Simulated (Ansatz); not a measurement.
# Electron scattering at the Σ5 (310) boundary in fcc Ir with Mn (substitutional), part 2 of 2

Wanted: what the Σ5 (310) boundary in fcc Ir with Mn (substitutional) costs an interconnect.

Ansatz 0.2.0; Ansatz plane-wave DFT, PBE, PAW files; relaxation of a bicrystal slab with its lowest layers held; PAW set soft_1 (the session's first sound run).

So far. Step 2 (Relaxing the bicrystal): The largest force component on a free atom ends at 0.029 eV/Å, under the tolerance of 0.03, after 9 steps.

### 3. Transmission across the boundary

Bulk layers of each grain are laid under and over the relaxed boundary, and a lead is named in the middle of each, away from the free faces. The mesh across the current, 10×16, is finer than the density's, because channels open and close sharply across the zone. Energies from -0.1 to 0.1 eV in steps of 0.05 eV are too few for the program's thermal sum, so it prints no conductance; for a metal the transmission near the Fermi level serves, at a fraction of the cost.

This step: Ansatz plane-wave DFT, PBE, PAW files; ballistic transport by layer matching (Landauer), zero bias; boundary relaxed in a short slab, bulk layers laid on; PAW set soft_1 (Ansatz 0.2.0).

System of this step: Σ5 (310) boundary in fcc Ir with Mn (substitutional). The cell holds 72 atoms: 71 Ir and 1 Mn. Cell: a = 6.071 Å, b = 3.839 Å, c = 51.471 Å, α = 90.0°, β = 90.0°, γ = 90.0°. It derives from Ir. Regions: lower grain, 29 atoms (29 Ir); boundary, 20 atoms (19 Ir and 1 Mn); upper grain, 23 atoms (23 Ir). Vacuum lies along c.

The input, input.yaml:

```yaml
crystal:
  lattice:
    - [6.0706244242, 0.0, 0.0]
    - [0.0, 3.8394, 0.0]
    - [0.0, 0.0, 51.4713811388]
  atoms:
    - { symbol: Ir, position: [11.7000000003, -19.5, 0.0777130885] }
    - { symbol: Ir, position: [11.4000000003, -19.0, 0.0895072629] }
    - { symbol: Ir, position: [11.1000000003, -18.5, 0.1013014372] }
    - { symbol: Ir, position: [10.8000000003, -18.0, 0.1130956115] }
    - { symbol: Ir, position: [10.5000000003, -17.5, 0.1248897859] }
    - { symbol: Ir, position: [10.2000000003, -17.0, 0.1366839602] }
    - { symbol: Ir, position: [9.9000000003, -16.5, 0.1484781346] }
    - { symbol: Ir, position: [9.6000000002, -16.0, 0.1602723089] }
    - { symbol: Ir, position: [9.3000000002, -15.5, 0.1720664832] }
    - { symbol: Ir, position: [9.0000000002, -15.0, 0.1838606576] }
    - { symbol: Ir, position: [8.7000000002, -14.5, 0.1956548319] }
    - { symbol: Ir, position: [8.4000000002, -14.0, 0.2074490062] }
    - { symbol: Ir, position: [8.1000000002, -13.5, 0.2192431806] }
    - { symbol: Ir, position: [7.8000000002, -13.0, 0.2310373549] }
    - { symbol: Ir, position: [7.5000000002, -12.5, 0.2428315292] }
    - { symbol: Ir, position: [7.2000000002, -12.0, 0.2546257036] }
    - { symbol: Ir, position: [6.9000000002, -11.5, 0.2664198779] }
    - { symbol: Ir, position: [6.6000000002, -11.0, 0.2782140522] }
    - { symbol: Ir, position: [6.3000000002, -10.5, 0.2900082266] }
    - { symbol: Ir, position: [6.0000000002, -10.0, 0.3018024009] }
    - { symbol: Ir, position: [5.7000000002, -9.5, 0.3135965752] }
    - { symbol: Ir, position: [5.4000000002, -9.0, 0.3253907496] }
    - { symbol: Ir, position: [5.1000000001, -8.5, 0.3371849239] }
    - { symbol: Ir, position: [4.8000000001, -8.0, 0.3489790982] }
    - { symbol: Ir, position: [4.5000000001, -7.5, 0.3607732726] }
    - { symbol: Ir, position: [4.2000000001, -7.0, 0.3725674469] }
    - { symbol: Ir, position: [3.9000000001, -6.5, 0.3843616212] }
    - { symbol: Ir, position: [3.6000000001, -6.0, 0.3961557956] }
    - { symbol: Ir, position: [3.3000000001, -5.5, 0.4079499699] }
    - { symbol: Ir, position: [1.0e-10, 0.0, 0.4197441443] }
    - { symbol: Ir, position: [0.6962768124, 0.5, 0.4309510618] }
    - { symbol: Ir, position: [0.3994971136, 0.0, 0.4431319611] }
    - { symbol: Ir, position: [0.1009717726, 0.5, 0.456136198] }
    - { symbol: Ir, position: [0.8003048658, 0.0, 0.4661114297] }
    - { symbol: Ir, position: [0.503017229, 0.5, 0.4788059191] }
    - { symbol: Ir, position: [0.1950174777, 0.0, 0.4925335688] }
    - { symbol: Ir, position: [0.8999207394, 0.5, 0.5045125135] }
    - { symbol: Ir, position: [0.5938854866, 0.0, 0.5118433862] }
    - { symbol: Ir, position: [0.2739269655, 0.5, 0.5357759462] }
    - { symbol: Mn, position: [-0.0094203188, 0.0, 0.5349327113] }
    - { symbol: Ir, position: [0.598907519, 0.0, 0.5583555088] }
    - { symbol: Ir, position: [0.9009875193, 0.5, 0.5656453432] }
    - { symbol: Ir, position: [0.1980548499, 0.0, 0.577074512] }
    - { symbol: Ir, position: [0.5049217756, 0.5, 0.5914549549] }
    - { symbol: Ir, position: [0.8036667721, 0.0, 0.6036972163] }
    - { symbol: Ir, position: [0.1049225215, 0.5, 0.6141156326] }
    - { symbol: Ir, position: [0.4028815011, 0.0, 0.6269751302] }
    - { symbol: Ir, position: [0.7024877765, 0.5, 0.638623928] }
    - { symbol: Ir, position: [0.0037744036, 0.0, 0.6510209018] }
    - { symbol: Ir, position: [3.3037744036, -5.5, 0.6628150761] }
    - { symbol: Ir, position: [3.6037744036, -6.0, 0.6746092504] }
    - { symbol: Ir, position: [3.9037744036, -6.5, 0.6864034248] }
    - { symbol: Ir, position: [4.2037744036, -7.0, 0.6981975991] }
    - { symbol: Ir, position: [4.5037744036, -7.5, 0.7099917734] }
    - { symbol: Ir, position: [4.8037744037, -8.0, 0.7217859478] }
    - { symbol: Ir, position: [5.1037744037, -8.5, 0.7335801221] }
    - { symbol: Ir, position: [5.4037744037, -9.0, 0.7453742964] }
    - { symbol: Ir, position: [5.7037744037, -9.5, 0.7571684708] }
    - { symbol: Ir, position: [6.0037744037, -10.0, 0.7689626451] }
    - { symbol: Ir, position: [6.3037744037, -10.5, 0.7807568194] }
    - { symbol: Ir, position: [6.6037744037, -11.0, 0.7925509938] }
    - { symbol: Ir, position: [6.9037744037, -11.5, 0.8043451681] }
    - { symbol: Ir, position: [7.2037744037, -12.0, 0.8161393424] }
    - { symbol: Ir, position: [7.5037744037, -12.5, 0.8279335168] }
    - { symbol: Ir, position: [7.8037744037, -13.0, 0.8397276911] }
    - { symbol: Ir, position: [8.1037744037, -13.5, 0.8515218654] }
    - { symbol: Ir, position: [8.4037744037, -14.0, 0.8633160398] }
    - { symbol: Ir, position: [8.7037744037, -14.5, 0.8751102141] }
    - { symbol: Ir, position: [9.0037744037, -15.0, 0.8869043885] }
    - { symbol: Ir, position: [9.3037744038, -15.5, 0.8986985628] }
    - { symbol: Ir, position: [9.6037744038, -16.0, 0.9104927371] }
    - { symbol: Ir, position: [9.9037744038, -16.5, 0.9222869115] }
kpoints:
  mp_grid: { grid: [4, 7, 1] }
hamiltonian:
  xc: pbe
  pseudopotentials: { kind: paw, azcp: { folder: soft_1 } }
scf:
  occupations: { method: fermi_dirac, width: 0.1 }
output:
  transmission:
    leads: [[15, 16], [59, 60]]
    kmesh: [10, 16]
    e_range: [-0.1, 0.1]
    de: 0.05
  write_potential: true
  write_density: true
  volumetric_format: npy
  elf: true
```

The run is started by

```bash
ansatz run input.yaml --threads 4 --pin off --max-ram 15360MiB --backend cpu --events-out ev --progress --plain --runs-dir out
```

Numbers of over 12 decimals in the logs are rounded to 6 here.

Output:

```text
[...]
Crystal: 72 atoms, lattice volume = 1199.672 Å³
Basis set: ecut = 420 eV, 23453 PW (Γ)
Bands: 734, of which v1, the nominal top of the filled ones, is band 611 counted from 1 (610 counted from 0)
Symmetry: 2 space group operations
[...]
k-points: 12 of 28 (time reversal used)
[...]
SCF iter   1: F=—  HF=-851412.129967 eV  |F-HF|=—  |Δ(HF+E_count)|=         —  Δρ=6.81e-2  dr2=2.86e2  ethr=3.10e-3  ⟨swp⟩=6.2  Hψ=30246  notcnv=0  defer=221
[...]
SCF iter  12: F=-851403.518146 eV  HF=-851403.518146 eV  |F-HF|=3.02e-8  |Δ(HF+E_count)|=   1.87e-8  Δρ=1.28e-6  dr2=4.18e-8  ethr=8.18e-12  ⟨swp⟩=12.2  Hψ=34500  notcnv=0
SCF 1 converged in 12 iterations: F = -851403.518146 eV  dr2 = 4.18e-8
[...]
transmission: 405 of 4050 steps passed
transmission: 810 of 4050 steps passed
[...]
transmission: 4050 of 4050 steps passed
WARN: The output density's exchange-correlation potential varies sharply where the density is thin. Do not read a vacuum level from v_tot or v_xc, or from such a field of the output density. On a cell that repeats whose density bears no net charge and no dipole along the vacuum's axis use v_es (v_loc + v_h of the components); under efield.dipole_correction with no amplitude use v_es + v_field, which holds any externa [...]
SCF converged after 12 iterations
Free energy (F): -851403.518146 eV
[...]
Internal energy: -851401.021150 eV  (E = F + TS)
E sigma→0 (E₀):  -851402.269648 eV
Entropy (-TS):   -2.496996 eV (-34.680 meV/atom)
Fermi energy:    20.949054 eV
[...]
--- Band table (eV; the first three rows and the last of 12) ---
  k-point 0: bands = [... 607 lower, 20.7680, 20.8067, 20.8120, 20.8224, 20.8696, 20.9129, 20.9405, 20.9569, ... 119 higher]
  k-point 1: bands = [... 607 lower, 21.0032, 21.0090, 21.0492, 21.0649, 21.0808, 21.1316, 21.1643, 21.2311, ... 119 higher]
  k-point 2: bands = [... 607 lower, 21.0273, 21.1039, 21.1240, 21.1712, 21.2030, 21.2348, 21.2502, 21.2735, ... 119 higher]
  k-point 11: bands = [... 607 lower, 20.8035, 20.8242, 20.8488, 20.8597, 20.9117, 20.9255, 20.9403, 20.9513, ... 119 higher]
--- Transmission ---
  basis      : 205 plane waves across, 75 finite elements along
  points     : 54, standing for a mesh of 10 x 16
  energies   : 5 from -0.100000 to 0.100000 eV about the Fermi level, 0.050000 eV apart; the leads are filled to 0.000000 eV, and channels, transmission and decay are at 0.000000 eV
  crystal 0  : Ir4, at the sites [15, 16], period 2.4282 Å, over 18.21 Å; its Hamiltonian steps by up to 21.0 meV
    offset         : up to 0.0000 Å between an atom of the period and one for which it stands
    channels       : 6.175000e0 a spin
    conductance    : none, the energies end too early or step too widely for 300 K: set another output.transmission.e_range or a lower de, or, where they end at an eighth of basis.ecutwfc, a higher one
[...]
channels       : 6.150000e0 a spin
[...]
junction   : crystal 0 to crystal 1, 12.80 to 38.06 Å
    transmission   : 2.825788e0 a spin
[...]
```

The job ended after 41 min (4 threads of Arm Neoverse V1, shared host; peak memory 12 GiB).

Reading the cycles: dr2 is the Hartree energy of the density residual (eV), the measure of convergence; HF is the Harris–Foulkes estimate of the energy, which meets the free energy F at convergence.

Numbers from this step:

* free energy: -851403.5181 eV
* energy at zero smearing: -851402.2696 eV
* Fermi energy: 20.95 eV
* cell area: 23.31 Å²
* transmission per spin nearest the Fermi level: 2.826
* open channels per spin nearest the Fermi level: 6.175
* open channels per spin, upper lead: 6.15
* step of the lead's potential: 21 meV
* step of the upper lead's potential: 19.9 meV

Per spin. The transmission, zone mean by energy, zero at the Fermi level:

```csv
energy (eV),"transmission, zone mean"
-0.1000,2.79
-0.0500,2.81
0.0000,2.83
0.0500,2.85
0.1000,2.87
```

Per spin. The open channels, zone mean by energy, zero at the Fermi level:

```
energy (eV)  lead  upper lead
    -0.1000  6.04        6.04
    -0.0500  6.16        6.16
     0.0000  6.17        6.15
     0.0500  6.19        6.21
     0.1000  6.22        6.25
```

Transmission over k1 and k2. At 0.0000 eV from the Fermi level.

Ten even steps from '0' (1.32) to '9' (4.10):
```
6223353322
6645454546
7676555676
2433343334
6673474376
6675595576
6665969566
6684626486
6665969566
6675595576
6673474376
2433343334
7676555676
6645454546
6223353322
8403353304
```
Columns: k1 (b1) from -0.5 to 0.4; rows upwards: k2 (b2) from -0.5 to 0.438.

Open channels over k1 and k2. At 0.0000 eV from the Fermi level.

Values, 16 rows by 10 columns:
```
6.00 6.00 5.00 5.00 5.00 8.00 5.00 5.00 5.00 6.00
6.00 7.00 6.00 6.00 5.00 7.00 5.00 6.00 6.00 7.00
6.00 7.00 7.00 6.00 6.00 5.00 6.00 6.00 7.00 7.00
4.00 4.00 4.00 4.00 5.00 7.00 5.00 4.00 4.00 4.00
6.00 6.00 6.00 5.00 5.00 7.00 5.00 5.00 6.00 6.00
6.00 6.00 7.00 6.00 7.00 8.00 7.00 6.00 7.00 6.00
8.00 8.00 8.00 8.00 7.00 6.00 7.00 8.00 8.00 8.00
8.00 8.00 9.00 8.00 8.00 6.00 8.00 8.00 9.00 8.00
8.00 8.00 8.00 8.00 7.00 6.00 7.00 8.00 8.00 8.00
6.00 6.00 7.00 6.00 7.00 8.00 7.00 6.00 7.00 6.00
6.00 6.00 6.00 5.00 5.00 7.00 5.00 5.00 6.00 6.00
4.00 4.00 4.00 4.00 5.00 7.00 5.00 4.00 4.00 4.00
6.00 7.00 7.00 6.00 6.00 5.00 6.00 6.00 7.00 7.00
6.00 7.00 6.00 6.00 5.00 7.00 5.00 6.00 6.00 7.00
6.00 6.00 5.00 5.00 5.00 8.00 5.00 5.00 5.00 6.00
8.00 6.00 4.00 6.00 6.00 8.00 6.00 6.00 4.00 6.00
```
Columns: k1 (b1) from -0.5 to 0.4; rows upwards: k2 (b2) from -0.5 to 0.438.

Electrostatic potential energy in the ca plane at fractional y = 0.000, with atoms of Ir and Mn within 0.2 Å of it. With pseudopotentials it is smooth inside the atoms' cores, unlike the true potential.

Ten even steps from '0' (-58 eV) to '9' (23 eV), each cell a mean:
```
99999730027997778999984002799999867898510159
89999864468973236999997446899997422589754589
69999988899841014899999889999996100379988899
69987899999851014899889999878996200379999987
89853369999974247986346897434798533689999842
99620048999998789972003784101589878899999620
99510038998889999962002784001489999988999610
99732258975458999984124886323699998644689742
99976789841026999997668998767899997300279986
98999999830015999989999999999889997200269999
65689999852137998657899999997557998411479999
11269999986578985113799999984113799866799999
00148999999999973001699999972002699999999999
10258986679999984102699878973103799999865789
54689841148999997446886325887446899999621269
88999720026999999889984002799889999998400048
```
Columns run along c (16.0 Å, from fractional 0.37 to 0.68 of the cell; values clipped at the 3rd and 97th percentile), rows up along a (6.1 Å). Atoms in or near the plane, at fractional coordinates: Ir at (0.37, 0.20), Ir at (0.40, 0.60), Ir at (0.42, 0.00), Ir at (0.44, 0.40), Ir at (0.47, 0.80), Ir at (0.49, 0.20), Ir at (0.51, 0.59), Mn at (0.53, 0.99), Ir at (0.56, 0.60), Ir at (0.58, 0.20), Ir at (0.60, 0.80), Ir at (0.63, 0.40), Ir at (0.65, 0.00), Ir at (0.67, 0.60).

ELF in the ca plane at fractional y = 0.000, with atoms of Ir and Mn within 0.2 Å of it. It is the smooth field of the valence electrons, not physical close to the nuclei.

Values, 9 rows by 16 columns, each cell a mean:
```
0.25 0.21 0.50 0.46 0.35 0.44 0.26 0.18 0.47 0.29 0.21 0.34 0.45 0.32 0.53 0.39
0.31 0.25 0.33 0.28 0.44 0.53 0.30 0.25 0.26 0.27 0.24 0.44 0.53 0.32 0.30 0.31
0.33 0.49 0.36 0.18 0.37 0.51 0.34 0.48 0.37 0.43 0.44 0.39 0.51 0.25 0.21 0.46
0.31 0.53 0.45 0.26 0.32 0.27 0.31 0.53 0.45 0.49 0.49 0.24 0.30 0.30 0.27 0.52
0.24 0.47 0.37 0.45 0.49 0.22 0.25 0.49 0.35 0.42 0.40 0.20 0.33 0.54 0.36 0.43
0.34 0.29 0.22 0.49 0.52 0.27 0.33 0.32 0.20 0.24 0.36 0.28 0.38 0.54 0.36 0.22
0.55 0.35 0.20 0.35 0.39 0.31 0.54 0.39 0.18 0.23 0.50 0.47 0.29 0.42 0.28 0.20
0.55 0.38 0.36 0.35 0.21 0.30 0.54 0.44 0.20 0.28 0.51 0.49 0.20 0.26 0.40 0.32
0.37 0.30 0.51 0.49 0.22 0.27 0.36 0.31 0.52 0.36 0.35 0.33 0.22 0.29 0.53 0.44
```
Columns run along c (16.0 Å, from fractional 0.37 to 0.68 of the cell), rows up along a (6.1 Å). Atoms in or near the plane, at fractional coordinates: Ir at (0.37, 0.20), Ir at (0.40, 0.60), Ir at (0.42, 0.00), Ir at (0.44, 0.40), Ir at (0.47, 0.80), Ir at (0.49, 0.20), Ir at (0.51, 0.59), Mn at (0.53, 0.99), Ir at (0.56, 0.60), Ir at (0.58, 0.20), Ir at (0.60, 0.80), Ir at (0.63, 0.40), Ir at (0.65, 0.00), Ir at (0.67, 0.60).

Valence density in the ca plane at fractional y = 0.000, with atoms of Ir and Mn within 0.2 Å of it. It is the smooth field of the valence electrons, not physical close to the nuclei.

Values in units of 1e0 e/Å³, 9 rows by 16 columns, each cell a mean:
```
0.4 0.3 4.2 3.3 1.0 2.3 0.4 0.3 7.8 2.7 0.2 0.9 2.4 0.7 5.1 1.9
0.7 0.4 0.7 0.5 2.9 7.4 0.7 0.3 0.5 0.4 0.3 2.9 7.5 0.7 0.6 0.5
0.7 3.4 1.3 0.2 1.5 4.0 0.7 3.2 1.0 2.4 2.3 1.5 3.8 0.4 0.3 2.9
0.7 7.6 3.0 0.4 0.6 0.4 1.0 8.0 2.4 5.5 5.3 0.4 0.5 0.6 0.4 6.2
0.4 2.8 1.2 2.6 3.8 0.3 0.5 3.3 1.0 2.1 2.0 0.2 1.0 5.2 1.0 2.1
0.9 0.4 0.3 4.2 6.1 0.4 0.8 0.5 0.2 0.3 0.8 0.6 1.5 7.7 1.3 0.3
6.4 1.2 0.2 1.1 1.6 0.8 5.8 1.7 0.2 0.3 4.4 3.6 0.5 1.8 0.5 0.2
7.0 1.4 1.2 0.9 0.2 0.8 6.9 2.1 0.6 0.5 5.1 4.2 0.3 0.3 1.5 0.7
1.2 0.5 5.5 4.3 0.3 0.4 1.3 0.6 9.6 3.4 1.0 0.8 0.3 0.6 7.0 2.7
```
Columns run along c (16.0 Å, from fractional 0.37 to 0.68 of the cell), rows up along a (6.1 Å). Atoms in or near the plane, at fractional coordinates: Ir at (0.37, 0.20), Ir at (0.40, 0.60), Ir at (0.42, 0.00), Ir at (0.44, 0.40), Ir at (0.47, 0.80), Ir at (0.49, 0.20), Ir at (0.51, 0.59), Mn at (0.53, 0.99), Ir at (0.56, 0.60), Ir at (0.58, 0.20), Ir at (0.60, 0.80), Ir at (0.63, 0.40), Ir at (0.65, 0.00), Ir at (0.67, 0.60).

Over the solved energies the transmission per spin lies between 2.79 and 2.87, out of 6.16 channels of the lead on average (up to 6.22).

### 4. Specific resistance

This step: Ansatz plane-wave DFT, PBE, PAW files; ballistic transport by layer matching (Landauer), zero bias; specific resistance of the boundary; PAW set soft_1 (Ansatz 0.2.0).

Numbers from this step:

* area resistance: 0.5753 fΩ m²
* T over the leads' mean channel count: 0.4591

Averaged over the energies near the Fermi level, 45.9 % of the channels pass, which makes 0.575 fΩ m².

By hand, with T and the leads' channels N averaged over the energies near the Fermi level: RA = A (h/2e²)(1/T − ½[1/N₁ + 1/N₂]) = 23.31×10⁻²⁰ m² × 12 906 Ω × (1/2.828 − ½[1/6.158 + 1/6.162]) = 0.575 fΩ m².

### 5. What came out

```
specific resistance of the boundary : 0.575 fΩ m²
share of channels that pass         : 0.459
```

The boundary has a specific resistance of 0.58 fΩ m². The boundary reflects 54 % of the channels; 0.58 fΩ m² is 5.8×10⁻¹² Ω·cm². One Mn in 23.3 Å² of boundary is a high coverage. Each plane of this narrow cell holds one atom, so the solute fills a whole plane. One starting structure was relaxed; another shift or atom count at the boundary may lie lower. Spin-orbit coupling is left out, which matters for Ir. The runs have no spin polarisation, although Mn can order magnetically, which would change the channels.

[Logs are printed without paths, hosts, clocks, repeated set-up lines and the standing remarks that a program may print on its own settings, such as how far it seeks lower states.]

[Hosts, paths, dates, database ids (printed as entryN), source tags and the programs' standing remarks are cut or masked in the printed files.]
